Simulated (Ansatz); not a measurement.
**How far is PAW off for CdTe?**

```xyz
4
Lattice="3.0653 -3.0946 0.0000 3.0653 3.0946 0.0000 0.0000 0.0000 6.0907" Properties=species:S:1:pos:R:3 pbc="T T T"
Cd    3.0653    1.3800    4.5680
Cd    3.0653   -1.3800    1.5227
Te    3.0653   -1.6472    4.5680
Te    3.0653    1.6472    1.5227
```

Atom numbers follow the list: Cd1, Cd2, Te3, Te4.

The cell is the one relaxed in the Materials Project (mp-1066480), not relaxed further here; entries there can be hypothetical.

No spin–orbit coupling, which matters for the heavy atoms here.

All numbers are computed: DFT, PBEsol, PAW with Ansatz's default frozen-core files, scalar-relativistic (Ansatz 0.2.0); DFT, PBEsol, all-electron PAW with datasets made for the crystal, scalar-relativistic (Ansatz 0.2.0); DFT, PBEsol, all-electron LAPW, scalar-relativistic (Ansatz 0.2.0).

For PAW: a Γ-centred 9×9×6 k mesh, Fermi–Dirac smearing of 0.05 eV, cutoff 420 eV, no spin polarisation; the PAW files were made with PBE, and the program remakes their frozen cores for this functional. The crystal-made all-electron datasets (AE datasets) take a cutoff of 240 eV at this cell. LAPW targets a basis error of 1 meV/atom. The Ansatz runs share mesh, smearing and spin set-up. Plane-wave (PAW) pressures include the program's estimate of the Pulay term.

Stress and pressure are positive in compression.

Levels count from the Fermi level.

| quantity | PAW | AE datasets | LAPW |
| --- | --- | --- | --- |
| pressure (GPa) | -3.22 | -3.21 | -3.21 |
| stress xx (GPa) | -3.33 | -3.32 | -3.32 |
| stress zz (GPa) | -2.98 | -2.97 | -2.97 |
| force on Cd1, y (eV/Å) | 0.033 | 0.033 | 0.033 |
| force on Te3, y (eV/Å) | 0.059 | 0.059 | 0.059 |
| highest filled level at T (eV) | -3.096 | -3.097 | -3.097 |
| lowest empty level at T (eV) | 2.369 | 2.370 | 2.370 |
| highest filled level at Y (eV) | -1.207 | -1.207 | -1.207 |
| highest filled level at Γ (eV) | -0.348 | -0.348 | -0.348 |
| lowest empty level at Γ (eV) | 0.203 | 0.204 | 0.204 |
